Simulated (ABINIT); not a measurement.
Set up this calculation in ABINIT 10.8.3 (patched build), as the native input.

```
Task                : band structure
Functional          : r2SCAN
Potentials or basis : JTH PAW LDA v2.0
Cutoff              : 653 eV
k mesh              : 12 × 12 × 12
Occupations         : fermi-dirac, width 0.05 eV
Spin                : no spin polarisation
Fine-grid cutoff    : 1251.72 eV
```

Rh:

```
Rh
1.0
     0.00000    1.89785    1.89785
     1.89785    0.00000    1.89785
     1.89785    1.89785    0.00000
Rh
1
Cartesian
  0.0000 0.0000 0.0000
```

One way to write it, as run:

run.abi

```
# Datasets: ground state, then fixed potential
ndtset 2

# Pseudopotentials
pp_dirpath "./"
pseudos "Rh.LDA_PW-JTH.xml"

# Structure
acell 2.6839652093 2.6839652093 2.6839652093 Angstrom
rprim
     0.0000000000     0.7071067812     0.7071067812
     0.7071067812     0.0000000000     0.7071067812
     0.7071067812     0.7071067812     0.0000000000
ntypat 1
znucl 45
natom 1
typat 1
xred
     0.0000000000     0.0000000000     0.0000000000

# Plane-wave basis
ecut 24.0
pawecutdg 46.0

# Exchange and correlation
ixc -497498
usekden 1
pawxcdev 0

# Bands and occupations
occopt 3
tsmear 0.05 eV

# SCF cycle
nstep 100

# Output
iomode 3
prtwf 0
prteig 0
prtebands 0
enunit 1
prtden1 1
prtkden1 1

# Dataset 1
kptopt1 1
ngkpt1 12 12 12
nshiftk1 1
shiftk1 0.0 0.0 0.0
nband1 13
tolvrs1 1.0e-7

# Dataset 2: bands along G-X-W-K-G-L-U-W-L-K
iscf2 -2
getden2 1
getkden2 1
nband2 19
nbdbuf2 4
tolwfr2 1.0e-11
kptopt2 -9
ndivsm2 6
prteig2 1
prtvol2 -3
kptbounds2
     0.0000000000     0.0000000000     0.0000000000
     0.5000000000     0.0000000000     0.5000000000
     0.5000000000     0.2500000000     0.7500000000
     0.3750000000     0.3750000000     0.7500000000
     0.0000000000     0.0000000000     0.0000000000
     0.5000000000     0.5000000000     0.5000000000
     0.6250000000     0.2500000000     0.6250000000
     0.5000000000     0.2500000000     0.7500000000
     0.5000000000     0.5000000000     0.5000000000
     0.3750000000     0.3750000000     0.7500000000
```

Potentials or basis: JTH PAW LDA v2.0.

Launch:

```console
$ abinit run.abi > log 2>&1
```

Results of the run:

```json
{
 "Pressure": "0.7 GPa",
 "Band gap on the k mesh": "none (metal or under the smearing width)",
 "Valence electrons inside the program's atomic spheres": "Rh 14.88 (radii [1.1708] Å)"
}
```

Caveat: the PAW data sets were made with another functional, which shifts forces and pressure a little.

It took 2.5 min on 1 thread of Arm Neoverse V1 (shared host), peak memory 0.11 GiB.
